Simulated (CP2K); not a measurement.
Runs of CP2K 2026.2 on Ba. The structure is cubic, space group Im-3m (No. 229). Conventional cell: a = 5.013 Å, b = 5.013 Å, c = 5.013 Å, α = 90.00°, β = 90.00°, γ = 90.00°. Ba (site symmetry m-3m) has 8 Ba at 4.34 Å as nearest neighbours. 

```tsv
potentials or basis	cell	basis sets	potentials	gap on the mesh (eV)	pressure (GPa)
POTENTIAL_UZH Ba GTH-PBE-q10; TZVP-MOLOPT-PBE-GTH basis	strain_c = 0.06	Ba TZVP-MOLOPT-PBE-GTH-q10	Ba GTH-PBE-q10 of POTENTIAL_UZH	none	-0.4
GTH_POTENTIALS Ba GTH-PADE-q10; DZVP-MOLOPT-SR-GTH basis	as given	Ba DZVP-MOLOPT-SR-GTH-q10	Ba GTH-PADE-q10 of GTH_POTENTIALS	none	1.3
GTH_POTENTIALS Ba GTH-PBE-q10; DZVP-MOLOPT-SR-GTH basis	as given	Ba DZVP-MOLOPT-SR-GTH-q10	Ba GTH-PBE-q10 of GTH_POTENTIALS	none	1.3
POTENTIAL_UZH Ba GTH-PBE-q10; TZVP-MOLOPT-PBE-GTH basis	strain_c = -0.02	Ba TZVP-MOLOPT-PBE-GTH-q10	Ba GTH-PBE-q10 of POTENTIAL_UZH	none	(a)
POTENTIAL_UZH Ba GTH-PBE0-q10; DZVP-MOLOPT-SR-GTH basis	as given	Ba DZVP-MOLOPT-SR-GTH-q10	Ba GTH-PBE0-q10 of POTENTIAL_UZH	none	1.4
POTENTIAL_UZH Ba GTH-PBE-q10; TZVP-MOLOPT-PBE-GTH basis	strain_c = 0	Ba TZVP-MOLOPT-PBE-GTH-q10	Ba GTH-PBE-q10 of POTENTIAL_UZH	none	(b)
POTENTIAL_UZH Ba GTH-PBE-q10; TZVP-MOLOPT-PBE-GTH basis	strain_c = -0.04	Ba TZVP-MOLOPT-PBE-GTH-q10	Ba GTH-PBE-q10 of POTENTIAL_UZH	none	0.5
POTENTIAL_UZH Ba GTH-PBE-q10; TZVP-MOLOPT-PBE-GTH basis	strain_c = 0.04	Ba TZVP-MOLOPT-PBE-GTH-q10	Ba GTH-PBE-q10 of POTENTIAL_UZH	none	-0.3
POTENTIAL_UZH Ba GTH-SCAN-q10; DZVP-MOLOPT-SR-GTH basis	as given	Ba DZVP-MOLOPT-SR-GTH-q10	Ba GTH-SCAN-q10 of POTENTIAL_UZH	none	1.4
GTH_POTENTIALS Ba GTH-BLYP-q10; DZVP-MOLOPT-SR-GTH basis	as given	Ba DZVP-MOLOPT-SR-GTH-q10	Ba GTH-BLYP-q10 of GTH_POTENTIALS	none	1.2
POTENTIAL_UZH Ba GTH-PBE-q10; TZVP-MOLOPT-PBE-GTH basis	strain_c = 0.02	Ba TZVP-MOLOPT-PBE-GTH-q10	Ba GTH-PBE-q10 of POTENTIAL_UZH	none	-0.1
```

Alike in all rows: task single point; level PBE; no spin polarisation; k mesh 8 × 8 × 8; smearing fermi-dirac 0.05 eV.

Q: Estimate the missing entries.

A: (a) 0.2; (b) 0.1.

Caveats: the basis of atomic orbitals isn't converged, which shifts pressures, moduli and gaps; the potentials were made for another functional, which shifts forces and pressure (some runs).

A k mesh can miss the band edges, and the runs leave out spin-orbit coupling on Ba.

A gap of «none» marks a metal or a gap under the smearing width.
